Aluminium brings three valence electrons per atom, and one band holds two. The third electron must therefore go into higher bands, and where it does so depends on the direction and length of the wave vector. This count, together with the kinetic energy of free waves, explains most of the table, including the points where the first empty level seems to jump.

Treat the three electrons as free in the 16.60 Å$^3$ that each atom occupies. They fill all waves up to the Fermi energy

$$E_F=\frac{\hbar^2}{2m}\left(\frac{3\pi^2\cdot 3}{16.60\ \text{Å}^3}\right)^{2/3}=11.66\ \text{eV}.$$

The crystal adds one rule: a wave $\mathbf k$ carries the same label as every wave $\mathbf k-\mathbf G$, where $\mathbf G$ is a reciprocal lattice vector. The levels at one point are then the energies of these waves, shortest first.

Lengths are simplest in units of $2\pi/a$, with $a=4.05$ Å the edge of the cubic cell. With $p_a,p_b,p_c$ for the columns point a, point b and point c, the wave vector is $(-p_a+p_b+p_c,\;p_a-p_b+p_c,\;p_a+p_b-p_c)$. The vectors $\mathbf G$ that matter are of the types (1,1,1) and (2,0,0). A wave of length 1 has 9.173 eV, so a wave is filled if its squared length is below $11.66/9.173=1.271$.

Kohn-Sham levels of fcc aluminium, computed with GPAW 26.7.0 using the LDA functional, GPAW PAW data sets (gpaw-data 1.2.1) and plane waves up to 450 eV, without spin polarisation or spin-orbit coupling. The k mesh is 7×7×7, with Fermi-Dirac smearing of 0.05 eV. Energies are relative to the Fermi energy, and points are given in reciprocal cell vectors.

```csv
point a (reciprocal cell vector),point b (reciprocal cell vector),point c (reciprocal cell vector),level point (row),level under 2 (eV),level under 1 (eV),level over 1 (eV),level over 2 (eV)
0.0000,0.0000,0.0000,1,n/a,-11.170,12.449,12.449
0.1429,0.1429,0.1429,2,n/a,-10.620,7.433,11.299
0.2857,0.2857,0.0000,3,n/a,-8.259,6.397,6.812
0.2857,0.2857,0.2857,4,n/a,-8.981,2.021,10.576
0.4286,0.4286,-0.1429,5,-2.651,-1.370,1.463,5.727
0.4286,0.4286,0.0000,6,n/a,-4.727,0.334,5.377
0.4286,0.4286,0.4286,7,-6.290,-2.597,10.749,10.749
```

The levels are LDA Kohn-Sham levels, counted from the computed Fermi energy. "Under 1" and "over 1" are the nearest filled and the nearest empty level, so these columns don't follow one band.

**Points 1 to 4: one band climbs, the next comes down.** At point 1, the zone centre, the shortest wave has length zero and the next ones are long. Moving outwards lengthens the first wave and shortens its nearest partner $\mathbf k-\mathbf G$. The filled level therefore rises while the first empty level falls, from 12.4 eV at point 1 to 2.0 eV at point 4. Point 3 lies in another direction from the centre, but its first empty level fits the same order, because its partner is shorter than that of point 2 and longer than that of point 4. Its filled level breaks the order and lies above that of point 4, because the first wave is longer at point 3.

The lowest band stays close to a free-electron parabola. A least-squares line through the band bottom, using every point except point 5, gives a rise of 0.96 times the free kinetic energy and misses no fitted point by more than 0.04 eV. The ratio is not quite constant: it is 0.97 to 0.98 at points 2 to 4 and 0.96 at point 6, where the nearby partner wave is expected to press the level down. The empty levels are less obedient: at the zone centre the first one lies 3.4 eV below its free-electron position. There eight waves of equal length compete, and the crystal splits them; the calculation finds a threefold level as the lowest of the group. This splitting is expected to supply only part of the drop; the narrowing seen in the lowest band and mixing with still longer waves should add to it. Attraction of d-like waves by the atoms may lower it further, but that is a guess.

**Point 5: two waves of equal length.** This point lies on a square face of the Brillouin zone, at $(-1/7,-1/7,1)$. Subtracting (0,0,2) gives $(-1/7,-1/7,-1)$, a wave of exactly the same length. Its squared length, $51/49=1.04$, is inside the Fermi limit, so both waves are filled. That is why this row has a second filled level. The next wave, $(6/7,6/7,0)$, has the squared length $72/49$ and falls just outside the limit, so the first empty level here belongs to the third band and still lies low.

Free electrons would put the two levels at the same energy, but the calculation places them 1.28 eV apart. Theory gives the reason: the atomic planes reflect each wave into the other, and the two combine into standing waves. One standing wave gathers its electrons on the planes and the other between them, so they feel different potentials. The numbers bear the mark of such a splitting, since one level lies 0.66 eV below the fitted parabola and the other 0.62 eV above it, although this point had no part in the fit. That the two distances are nearly equal should not be pressed: the slightly steeper line that points 2 to 4 suggest would place the pair less evenly.

**Point 6: just outside the Fermi sphere.** This point lies near the centre of the same kind of face, but a little inside it, at $(0,0,6/7)$. Its partner is $(0,0,-8/7)$, and the estimate for the second level takes one line:

$$9.173\ \text{eV}\times\frac{64}{49}-11.66\ \text{eV}\approx 0.3\ \text{eV}.$$

The second level should be empty, but only just, and the calculation gives 0.334 eV. Agreement this close is chance, because two errors cancel: counted from the band bottom, this level lies 0.48 eV below its free value and the computed Fermi energy 0.49 eV below its own. On a mesh as coarse as 7×7×7 the Fermi energy itself is expected to be uncertain by a tenth of an eV or more, which shifts every level of the table alike.

The comparison with point 5 shows what decides the filling. A sideways step along the face hardly changes the length of either wave, so both remain inside the sphere. A step inwards shortens one wave and lengthens the other, which pushes the second one out. Two points close to the same face can thus hold different numbers of electrons.

Point 6 also shows where the picture of two mixing waves stops being enough. The free waves are already 5.24 eV apart in energy, and mixing them with the strength seen at point 5 would widen this to 5.40 eV. The computed distance is 5.06 eV, smaller than either value. Reflection between two waves matters greatly when their energies coincide and little when they differ; here a general narrowing of the bands outweighs it, which also shows in the factor 0.96 of the lowest band. Counted from the band bottom, both levels lie below their free-electron positions, the upper one by more. Scaling the free distance by 0.96 before mixing gives 5.20 eV, still too wide. Mixing with higher waves is expected to supply the rest by pushing the upper level down more than the lower one, but the table cannot separate the two causes.

**Point 7: the second band has gone under.** This point continues the line from the centre through points 2 and 4, towards a hexagonal face. The partner wave has kept shrinking, and its squared length is now $48/49=0.98$, well inside the Fermi limit. The second band, still empty at 2.021 eV at point 4, is filled at −2.597 eV here. The first empty level therefore belongs to the third band, and the column leaps to 10.7 eV although no band has jumped.

The distance between the two filled levels at point 7 is easily mistaken for a gap opened by the lattice. It is 3.69 eV, but free waves at this point would already be 3.93 eV apart. Kinetic energy alone would give the whole distance and a little more, because the point lies short of the face and the two waves differ in length.

The same crossing explains why the table shows no level between −1.370 and 0.334 eV and yet describes a metal. Between points 4 and 7 the second band runs through this whole window and through the Fermi energy; the listed points merely lie on either side of the crossing.

For another point of the zone the steps are the same: list the squared lengths of the shortest waves and count those below 1.271. This count gives the right number of filled levels at all seven points. The energies are less certain. The free-electron value for the first empty level is good to about 0.4 eV at points 4 to 6, where that level lies within about 2 eV of the Fermi energy, and it is too high by 0.7 to 3.4 eV at the other points, where the level lies much higher. Where two or more waves come out equally long, as at point 5, a splitting has to be added. If such waves lie close to the Fermi energy, the splitting can push a level across it, and then the simple count may fail.
